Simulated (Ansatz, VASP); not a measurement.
# GaP: programs and potentials compared

The starting cell:

```
CELL_PARAMETERS angstrom
0.00000 2.72525 2.72525
2.72525 0.00000 2.72525
2.72525 2.72525 0.00000
ATOMIC_POSITIONS crystal
Ga 0.00000 0.00000 0.00000
P 0.75000 0.75000 0.75000
```

Alike in all runs: task relaxation of cell and atoms; functional revPBE; dispersion D4; k mesh 8 × 8 × 8; occupations fermi-dirac, width 0.05 eV; no spin polarisation; no spin-orbit coupling.

```json
{"program and potentials": "Ansatz, Ansatz PAW", "plane-wave cutoff (eV)": "420", "notes": "potentials made for PBE, which Ansatz adapts in part", "equilibrium volume (Å³/atom)": "19.72"}
{"program and potentials": "VASP, PBE PAW files Ga_d, P, 600 eV", "plane-wave cutoff (eV)": "600", "notes": "potentials made for PBE", "equilibrium volume (Å³/atom)": "19.70"}
{"program and potentials": "Ansatz, all-electron LAPW, scalar-relativistic", "plane-wave cutoff (eV)": "-", "notes": "-", "equilibrium volume (Å³/atom)": "19.72"}
```

The equilibrium volume spans 19.70 (VASP, PBE PAW files Ga_d, P, 600 eV) to 19.72 Å³/atom (Ansatz, Ansatz PAW), with all-electron results at 19.72. Some sets were made for another functional than the one run, which can shift their rows. Relaxations stop with a little pressure left, so the last digit of a volume isn't settled.

Differences between rows come from potentials, basis sets and numerical settings, since the functional is the same but for its coding. Runs on potential files found faulty are left out.
